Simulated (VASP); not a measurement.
# GaAs (F-43m) in VASP: further runs, part 2 of 2

VASP 6.6.1.

### 3 Dielectric tensor, PBEsol

The input, INCAR:

```
SYSTEM = GaAs
ALGO     = Normal         ! electronic algorithm
EDIFF    = 1E-8           ! SCF threshold, eV
ENCUT    = 300            ! plane-wave cutoff, eV
GGA      = PS             ! functional
ISIF     = 2              ! what is computed and relaxed
ISMEAR   = 0              ! smearing method
LASPH    = .TRUE.         ! aspherical terms in the spheres
LCHARG   = .FALSE.        ! write CHGCAR
LEPSILON = .TRUE.         ! dielectric tensor by DFPT
LREAL    = .FALSE.        ! projectors in reciprocal space
LWAVE    = .FALSE.        ! write WAVECAR
NELM     = 100            ! most SCF steps
PREC     = Accurate       ! precision mode
SIGMA    = 0.01           ! smearing width, eV
```

The input, KPOINTS:

```
k-points
0
G
  7 7 7
  0 0 0
```

The input, POSCAR:

```
GaAs
1.0
    0.0000000000      2.8268500000      2.8268500000
    2.8268500000      0.0000000000      2.8268500000
    2.8268500000      2.8268500000      0.0000000000
As Ga
1 1
Direct
    0.7500000000      0.7500000000      0.7500000000
    0.0000000000      0.0000000000      0.0000000000
```

Potentials or basis: VASP PAW PBE potentials, release 64 (As, Ga_d).

Run with:

```console
$ cat potpaw_PBE.64/As/POTCAR potpaw_PBE.64/Ga_d/POTCAR > POTCAR
$ mpirun -np 1 vasp_std > vasp.out
```

OUTCAR:

```text
SYSTEM = GaAs
   EDIFF = 1E-8
   ENCUT = 300
   GGA = PS
   ISIF = 2
   ISMEAR = 0
   LASPH = .TRUE.
   LEPSILON = .TRUE.
   LREAL = .FALSE.
   NELM = 100
   PREC = Accurate

 Found     20 irreducible k-points:

 Following reciprocal coordinates:
            Coordinates               Weight
  0.000000  0.000000  0.000000      1.000000
  0.142857  0.000000  0.000000      8.000000
  0.285714  0.000000  0.000000      8.000000
  0.428571  0.000000  0.000000      8.000000
  0.142857  0.142857  0.000000      6.000000
  0.285714  0.142857  0.000000     24.000000
   k-points           NKPTS =     20   k-points in BZ     NKDIM =     20   number of bands    NBANDS=     13
   number of dos      NEDOS =    301   number of ions     NIONS =      2
   total plane-waves  NPLWV =  13824
   dimension x,y,z NGX =    24 NGY =   24 NGZ =   24
   dimension x,y,z NGXF=    48 NGYF=   48 NGZF=   48
   ions per type =               1   1
   NGX,Y,Z   is equivalent  to a cutoff of   9.98,  9.98,  9.98 a.u.
   NGXF,Y,Z  is equivalent  to a cutoff of  19.96, 19.96, 19.96 a.u.
 SYSTEM =  GaAs
   PREC   = accura    normal or accurate (medium, high low for compatibility)
   ISTART =      0    job   : 0-new  1-cont  2-samecut
   ICHARG =      2    charge: 1-file 2-atom 10-const
   ISPIN  =      1    spin polarized calculation?
   LNONCOLLINEAR =      F non collinear calculations
   LSORBIT =      F    spin-orbit coupling
   LASPH  =      T    aspherical Exc in radial PAW
   ENCUT  =  300.0 eV  22.05 Ry    4.70 a.u.   5.65  5.65  5.65*2*pi/ulx,y,z
   NELM   =    100;   NELMIN=  2; NELMDL= -5     # of ELM steps
   EDIFF  = 0.1E-07   stopping-criterion for ELM
   LREAL  =      F    real-space projection
   EDIFFG = 0.1E-06   stopping-criterion for IOM
   NSW    =      0    number of steps for IOM
   IBRION =     -1    ionic relax: 0-MD 1-quasi-New 2-CG
   NFREE  =      0    steps in history (QN), initial steepest desc. (CG)
   ISIF   =      2    stress and relaxation
   ISYM   =      2    0-nonsym 1-usesym 2-fastsym
   POTIM  = 0.5000    time-step for ionic-motion
   TEBEG  =    0.0;   TEEND  =   0.0 temperature during run
   PSTRESS=    0.0 pullay stress
   NELECT =      18.0000    total number of electrons
   NUPDOWN=      -1.0000    fix difference up-down
   EMIN   =  10.00;   EMAX   =-10.00  energy-range for DOS
   EFERMI =   0.00;   METHOD = LEGACY
   ISMEAR =     0;   SIGMA  =   0.01  broadening in eV -4-tet -1-fermi 0-gaus
   EFERMI_NEDOS =   21; number of points for ismear=-14 and -15
   IALGO  =     38    algorithm
   IMIX   =      4    mixing-type and parameters
     AMIX     =   0.40;   BMIX     =  1.00
     AMIX_MAG =   1.60;   BMIX_MAG =  1.00
  volume/ion in A,a.u.               =      22.59       152.44
  Fermi-wavevector in a.u.,A,eV,Ry     =   1.204628  2.276417 19.743799  1.451128
  Thomas-Fermi vector in A             =   2.340347
   LORBIT       =      0    0 simple, 1 ext, 2 COOP (PROOUT), +10 PAW based schemes
   GGA     = PS    functional components
   LHFCALC =     F    Hartree Fock is set to
   AEXX    =    0.0000 exact exchange contribution
   IVDW    =     0    specifies the selected vdW correction
   LEPSILON=     T    determine dielectric tensor
   LRPA    =     F    only Hartree local field effects (RPA)
 non-spin polarized calculation
 Gauss-broadening in eV      SIGMA  =   0.01
  energy-cutoff  :      300.00
[... 110 lines left out ...]

 [... further k-points ...]

  FORCE on cell =-STRESS in cart. coord.  units (eV):
  Direction    XX          YY          ZZ          XY          YZ          ZX
  --------------------------------------------------------------------------------------
  -------------------------------------------------------------------------------------
  Total        0.0744439      0.0744439      0.0744439      0.0000000      0.0000000      0.0000000
  in kB        2.6399850      2.6399850      2.6399850      0.0000000      0.0000000      0.0000000
  external PRESSURE =       2.6399850 kB  Pullay stress =       0.0000000 kB

 VOLUME and BASIS-vectors are now :
 -----------------------------------------------------------------------------
  energy-cutoff  :      300.00
  volume of cell :       45.18
      direct lattice vectors                 reciprocal lattice vectors
     0.000000000  2.826850000  2.826850000    -0.176875321  0.176875321  0.176875321
     2.826850000  0.000000000  2.826850000     0.176875321 -0.176875321  0.176875321
     2.826850000  2.826850000  0.000000000     0.176875321  0.176875321 -0.176875321

 POSITION                                       TOTAL-FORCE (eV/Angst)
 -----------------------------------------------------------------------------------
      4.24027      4.24027      4.24027         0.000000      0.000000     -0.000000
      0.00000      0.00000      0.00000        -0.000000     -0.000000      0.000000
 -----------------------------------------------------------------------------------
    total drift:                               -0.000004     -0.000004     -0.000003

  FREE ENERGIE OF THE ION-ELECTRON SYSTEM (eV)
  ---------------------------------------------------
  free  energy   TOTEN  =        -9.0810215622 eV

  energy  without entropy=       -9.0810215622  energy(sigma->0) =       -9.08102156

 HEAD OF MICROSCOPIC STATIC DIELECTRIC TENSOR (INDEPENDENT PARTICLE, excluding Hartree and local field effects)
 ------------------------------------------------------
          48.995854    -0.000000     0.000000
           0.000000    48.995854     0.000000
          -0.000000     0.000000    48.995854
 ------------------------------------------------------

 Free energy of the ion-electron system (eV)
  ---------------------------------------------------
  ---------------------------------------------------
  free energy    TOTEN  =        -6.10967288 eV

  energy without entropy =       -6.10967288

------------------------ aborting loop because EDIFF is reached ----------------------------------------

--------------------------------------- Ionic step        2  -------------------------------------------

------------------------ aborting loop because EDIFF is reached ----------------------------------------

--------------------------------------- Ionic step        3  -------------------------------------------

 Free energy of the ion-electron system (eV)
  ---------------------------------------------------
  ---------------------------------------------------
  free energy    TOTEN  =        -6.10967660 eV

  energy without entropy =       -6.10967660

------------------------ aborting loop because EDIFF is reached ----------------------------------------

 PIEZOELECTRIC TENSOR FIELD DIRECTION 3  (e Angst)
 -----------------------------------------------------------------------------
    -0.00003  3.36794  0.00000           (  0.00001  0.01618  0.00000)
     3.36794 -0.00003  0.00000           (  0.01618  0.00001  0.00000)
     0.00000  0.00000 -0.00179           (  0.00000  0.00000 -0.00000)

 PIEZOELECTRIC TENSOR FIELD DIRECTION 3  (C/m^2)
 -----------------------------------------------------------------------------
    -0.00001  1.19436  0.00000
     1.19436 -0.00001  0.00000
     0.00000  0.00000 -0.00063

 MACROSCOPIC STATIC DIELECTRIC TENSOR (including local field effects in DFT)
 ------------------------------------------------------
          48.324364     0.000000    -0.000000
           0.000000    48.324364     0.000000
          -0.000000    -0.000000    48.324364
 ------------------------------------------------------

 PIEZOELECTRIC TENSOR (including local field effects)  for field in x, y, z        (e  Angst)
          XX          YY          ZZ          XY          YZ          ZX
  --------------------------------------------------------------------------------
  x    -0.00000     0.00000    -0.00000     0.00000     3.38152     0.00000
  y     0.00000     0.00000     0.00000     0.00000    -0.00000     3.38152
  z     0.00000     0.00000     0.00000     3.38152     0.00000     0.00000

 PIEZOELECTRIC TENSOR (including local field effects)  for field in x, y, z        (C/m^2)
          XX          YY          ZZ          XY          YZ          ZX
  --------------------------------------------------------------------------------
  x    -0.00000     0.00000    -0.00000     0.00000     1.19918     0.00000
  y     0.00000     0.00000     0.00000     0.00000    -0.00000     1.19918
  z     0.00000     0.00000     0.00000     1.19918     0.00000     0.00000

 BORN EFFECTIVE CHARGES (including local field effects) (in |e|, cummulative output)
 ---------------------------------------------------------------------------------
 ion    1
    1    -2.42170    -0.00000    -0.00000
    2    -0.00000    -2.42170    -0.00000
    3    -0.00000    -0.00000    -2.42170
 ion    2
    1     2.42170     0.00000     0.00000
    2     0.00000     2.42170     0.00000
    3     0.00000     0.00000     2.42170
```

Wall time 74 s (1 thread of Intel Xeon Platinum 8488C (Sapphire Rapids), shared host); peak memory 0.17 GiB.

The run converged, but some of its settings lie outside the range that counts as converged, so its numbers aren't taken as properties of the crystal.

What came out:

```
Band gap on the k mesh                  : 0.45 eV, direct
Electronic dielectric tensor (diagonal) : 48.32
Born charges (mean of the diagonal)     : As -2.42; Ga +2.42 e
```

Caveat: the cutoff is under 1.25 times the usual one of these potentials, so pressure, stress and relaxed cells hold a basis-set (Pulay) error; the gap is small at this level, which inflates the dielectric constant; the PAW data sets were made with another functional, which shifts forces and pressure a little.

### 4 Dielectric tensor, PBEsol

Changes to INCAR since step 3:

```diff
@@ -3,3 +3,3 @@
 EDIFF    = 1E-8           ! SCF threshold, eV
-ENCUT    = 300            ! plane-wave cutoff, eV
+ENCUT    = 250            ! plane-wave cutoff, eV
 GGA      = PS             ! functional
```

The input, KPOINTS:

```
k-points
0
G
  8 8 8
  0 0 0
```

POSCAR is that of step 3.

Potentials or basis: VASP PAW PBE potentials, release 64 (As, Ga_d).

Run with:

```console
$ cat potpaw_PBE.64/As/POTCAR potpaw_PBE.64/Ga_d/POTCAR > POTCAR
$ mpirun -np 1 vasp_std > vasp.out
```

OUTCAR:

```text
SYSTEM = GaAs
   EDIFF = 1E-8
   ENCUT = 250
   GGA = PS
   ISIF = 2
   ISMEAR = 0
   LASPH = .TRUE.
   LEPSILON = .TRUE.
   LREAL = .FALSE.
   NELM = 100
   PREC = Accurate

 Found     29 irreducible k-points:

 Following reciprocal coordinates:
            Coordinates               Weight
  0.000000  0.000000  0.000000      1.000000
  0.125000  0.000000  0.000000      8.000000
  0.250000  0.000000  0.000000      8.000000
  0.375000  0.000000  0.000000      8.000000
  0.500000  0.000000  0.000000      4.000000
  0.125000  0.125000  0.000000      6.000000
   k-points           NKPTS =     29   k-points in BZ     NKDIM =     29   number of bands    NBANDS=     13
   number of dos      NEDOS =    301   number of ions     NIONS =      2
   total plane-waves  NPLWV =  13824
[... 234 lines left out ...]
     0.00029  1.05676  0.00000
     1.05676  0.00029  0.00000
     0.00000  0.00000 -0.00134

 MACROSCOPIC STATIC DIELECTRIC TENSOR (including local field effects in DFT)
 ------------------------------------------------------
          36.659314    -0.000000    -0.000000
           0.000000    36.659314    -0.000000
           0.000000    -0.000000    36.659314
 ------------------------------------------------------

 PIEZOELECTRIC TENSOR (including local field effects)  for field in x, y, z        (e  Angst)
          XX          YY          ZZ          XY          YZ          ZX
  --------------------------------------------------------------------------------
  x     0.00000     0.00000     0.00000     0.00000     2.98954     0.00000
  y     0.00000    -0.00000     0.00000     0.00000     0.00000     2.98954
  z     0.00000     0.00000    -0.00000     2.98954     0.00000     0.00000

 PIEZOELECTRIC TENSOR (including local field effects)  for field in x, y, z        (C/m^2)
          XX          YY          ZZ          XY          YZ          ZX
  --------------------------------------------------------------------------------
  x     0.00000     0.00000     0.00000     0.00000     1.06017     0.00000
  y     0.00000    -0.00000     0.00000     0.00000     0.00000     1.06017
  z     0.00000     0.00000    -0.00000     1.06017     0.00000     0.00000

 BORN EFFECTIVE CHARGES (including local field effects) (in |e|, cummulative output)
 ---------------------------------------------------------------------------------
 ion    1
    1    -2.31230     0.00000     0.00000
    2    -0.00000    -2.31230    -0.00000
    3     0.00000     0.00000    -2.31230
 ion    2
    1     2.31230    -0.00000     0.00000
    2     0.00000     2.31230     0.00000
    3    -0.00000    -0.00000     2.31230
```

OSZICAR:

```text
N       E                     dE             d eps       ncg     rms          rms(c)
DAV:   1     0.576417549757E+02    0.57642E+02   -0.67528E+03   783   0.128E+03
DAV:   2    -0.537023329423E+01   -0.63012E+02   -0.61491E+02   824   0.233E+02
DAV:   3    -0.922468585294E+01   -0.38545E+01   -0.38443E+01   944   0.560E+01
DAV:   4    -0.927620110154E+01   -0.51515E-01   -0.51506E-01   869   0.667E+00
[... 12 lines left out ...]
RMM:   8    -0.461604211542E+01   -0.30091E-03   -0.65031E-06  4939   0.109E-02    0.670E-04
RMM:   9    -0.461602511273E+01    0.17003E-04    0.36503E-06  4944   0.377E-03    0.281E-04
RMM:  10    -0.461602469081E+01    0.42193E-06   -0.11811E-06  5037   0.134E-03    0.497E-05
RMM:  11    -0.461602206866E+01    0.26221E-05    0.52025E-07  4707   0.556E-04    0.197E-05
RMM:  12    -0.461602275720E+01   -0.68854E-06   -0.24318E-07  4115   0.217E-04    0.793E-06
```

It took 90 s on 1 thread of Intel Xeon Platinum 8488C (Sapphire Rapids), shared host; peak memory 0.18 GiB.

The run converged, but a check on its numbers failed (symmetry, net force, bounds or a known fault of this set-up), so they aren't taken as properties of the crystal.

Caveat: the cutoff lies under the usual one of these potentials, so the numbers hold a large basis-set error; the gap is small at this level, which inflates the dielectric constant; the PAW data sets were made with another functional, which shifts forces and pressure a little.

### 5 For comparison

An earlier run on the cell as given: functional PBEsol; potentials or basis VASP PAW PBE potentials, release 64 (As, Ga_d); cutoff 520 eV; k mesh 8 × 8 × 8; occupations fermi-dirac, width 0.05 eV; no spin polarisation.

* Pressure: 0.3 GPa
* Band gap on the k mesh: 0.46 eV, direct
